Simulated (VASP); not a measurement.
A run of VASP 6.6.1 is set up as follows.

Contents of POSCAR:

```
Sn
1.0
    0.0000000000      2.6316991507      2.6487972637
    1.9281132734      0.0000000000      2.6487972637
    1.9281132734      2.6316991507      0.0000000000
Sn
1
Direct
    0.0000000000      0.0000000000      0.0000000000
```

Contents of INCAR.step1:

```
PREC = Accurate
ENCUT = 520
ISMEAR = 0
SIGMA = 0.1
LREAL = False
LASPH = True
NELM = 100
NBANDS = 13
GGA = PE
ALGO = Normal
EDIFF = 1E-4
LWAVE = True
LCHARG = False
```

INCAR.step2

```
PREC = Accurate
ENCUT = 520
EDIFF = 1E-7
ISMEAR = 0
SIGMA = 0.1
LREAL = False
LASPH = True
NELM = 100
ALGO = Normal
ISIF = 2
LWAVE = False
LCHARG = True
METAGGA = R2SCAN
LMIXTAU = True
LELF = True
LVHAR = True
NBANDS = 13
ISTART = 1
```

Contents of KPOINTS:

```
Automatic mesh
0
Gamma
  6 6 6
```

Potentials or basis: VASP PAW PBE potentials, release 64 (Sn_d).

The run is started by

```console
$ cat potpaw_PBE.64/Sn_d/POTCAR > POTCAR
$ cp INCAR.step1 INCAR
$ mpirun -np 1 vasp_std > vasp.out
$ cp INCAR.step2 INCAR
$ mpirun -np 1 vasp_std > vasp.out
```

Problem. Predict the pressure.

Solution. 0.2 GPa.

Problem. Predict the band gap on the k mesh.

Solution. None (metal or under the smearing width).

Stress tensor (GPa, compression positive):
```
-0.12  0.00  0.00
 0.00  0.28  0.00
 0.00  0.00  0.40
```

Caveat: the k mesh is coarse (spacing up to 0.39 Å⁻¹), so the values aren't converged; the PAW data sets were made with another functional, which shifts forces and pressure a little.
